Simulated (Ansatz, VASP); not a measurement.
**One calculation of WC (Qusongite), two programs**

The input INCAR:

```
SYSTEM = WC
PREC = Accurate ; ENCUT = 520
EDIFF = 1E-7 ; ISMEAR = 0
SIGMA = 0.03 ; LREAL = .False.
LASPH = .True. ; NELM = 60
ALGO = Normal ; ISIF = 2
LWAVE = .False. ; LCHARG = .False.
GGA = PE
```

File KPOINTS:

```
regular mesh
0
Gamma
  10 10 9
  0 0 0
```

The input POSCAR:

```
WC
1.0
    2.9065000000      0.0000000000      0.0000000000
   -1.4532500000      2.5171028361      0.0000000000
    0.0000000000      0.0000000000      2.8366000000
W C
1 1
Direct
    0.0000000000      0.0000000000      0.0000000000
    0.6666666667      0.3333333333      0.5000000000
```

input.yaml

```yaml
crystal:
  lattice:
    - [2.9065, 0.0, 0.0]
    - [-1.45325, 2.5171028361, 0.0]
    - [0.0, 0.0, 2.8366]
  atoms:
    - { symbol: W, position: [0.0, 0.0, 0.0] }
    - { symbol: C, position: [0.6666666667, 0.3333333333, 0.5] }
hamiltonian:
  xc: pbe
  pseudopotentials: { kind: paw }
kpoints:
  mp_grid: { grid: [10, 10, 9] }
scf:
  occupations: { method: gaussian, width: 0.03 }
output:
  forces: true
  stress: true
  eigenvalues: true
  write_density: true
  write_potential: true
  elf: true
  volumetric_format: npy
```

Alike in both runs: task single point; functional PBE; k mesh 10 × 10 × 9; occupations gaussian, width 0.03 eV; no spin polarisation.

|  | VASP | Ansatz |
| --- | --- | --- |
| version | VASP 6.6.1 | Ansatz 0.2.0 |
| potentials or method | VASP PAW PBE potentials, release 64 (W_sv, C) | Ansatz PAW |
| plane-wave cutoff (eV) | 520 | 420 |
| valence electrons in the cell | 18 | 18 |

|  | VASP | Ansatz | Ansatz less VASP |
| --- | --- | --- | --- |
| gap on the k mesh at the Fermi level (eV) | none | none | - |
| pressure (GPa) | 6.7 | 5.6 | -1.13 |
| largest component of the traceless stress (GPa) | 0.44 | 0.63 | +0.182 |

A gap of «none» marks a metal or a gap that the smearing closes.

Caveats: the pressure holds a Pulay correction of +0.3 GPa for the finite cutoff (Ansatz). The runs have no spin-orbit coupling, so splittings on W are missing.
